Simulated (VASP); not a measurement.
Input of a VASP 6.6.1 run:

INCAR

```
SYSTEM = W
PREC = Accurate
ENCUT = 600
EDIFF = 1E-6
ISMEAR = -1
SIGMA = 0.05
LREAL = .FALSE.
LASPH = .TRUE.
NELM = 80
ALGO = Normal
ISIF = 3
LWAVE = .FALSE.
LCHARG = .FALSE.
METAGGA = R2SCAN
LMIXTAU = .TRUE.
IVDW = 12
VDW_S6 = 1.0
VDW_S8 = 0.78981345
VDW_A1 = 0.49484001
VDW_A2 = 5.73083694
IBRION = 2
NSW = 40
EDIFFG = -0.005
```

KPOINTS

```
Automatic mesh
0
G
  11 11 11
  0 0 0
```

The input POSCAR:

```
W
1.0
    0.0000000000      2.0300000000      2.0300000000
    2.0300000000      0.0000000000      2.0300000000
    2.0300000000      2.0300000000      0.0000000000
W
1
Direct
    0.0000000000      0.0000000000      0.0000000000
```

Potentials or basis: VASP PAW PBE potentials, release 64 (W_sv).

The run is started by

```console
$ cat potpaw_PBE.64/W_sv/POTCAR > POTCAR
$ mpirun -np 1 vasp_std > vasp.out
```

(1) What does it give for the band gap on the k mesh?

(2) Predict the relaxed volume.

(3) Predict the dispersion energy per atom.

(4) Estimate the relaxed cell.

Results:

(1) none (metal or under the smearing width).

(2) 16.08 Å³/atom.

(3) -0.322 eV.

(4) a = 2.833 Å, b = 2.833 Å, c = 2.833 Å, α = 60.00°, β = 60.00°, γ = 60.00°.

Caveat: the PAW data sets were made with another functional, which shifts forces and pressure a little; pairwise dispersion overbinds metals, which lowers pressure and volume.
